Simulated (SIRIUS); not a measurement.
Runs of SIRIUS 7.10.0 on BP. It takes space group P-6m2 (No. 187, hexagonal). Conventional cell: a = 3.198 Å, b = 3.198 Å, c = 6.974 Å, α = 90.00°, β = 90.00°, γ = 120.00°. B (site symmetry -6m2) is surrounded by 3 P at 1.85 Å. B (site symmetry -6m2) is surrounded by 3 P at 1.85 Å. P (site symmetry -6m2) is surrounded by 3 B at 1.85 Å. Around P (site symmetry -6m2) lie 3 B at 1.85 Å. The cell was built by a generator and needn't be a form met in nature.

| level | gap on the mesh (eV) | pressure (GPa) |
| --- | --- | --- |
| PW91 | 0.85 | (a) |
| revPBE | 0.87 | 3.3 |
| SOGGA11 | 0.75 | (b) |
| PBE | 0.85 | 2.7 |
| XLYP | 0.93 | 6.3 |

Alike in all rows: task single point; potentials or basis PseudoDojo 0.4.1 PBE standard (scalar relativistic); no spin polarisation; cell as given; k mesh 7 × 7 × 3; cutoff (eV) 1054; smearing fermi-dirac 0.05 eV.

Task: Estimate the missing entries.

Result: (a) 2.6; (b) -0.4.

Caveats: an odd mesh through Γ misses points on the zone boundary, where band edges often lie; the potentials were made for another functional, which shifts forces and pressure (some runs); this functional lacks dispersion, which binds the layers, so the pressure and a relaxed spacing across them are unreliable (some runs).
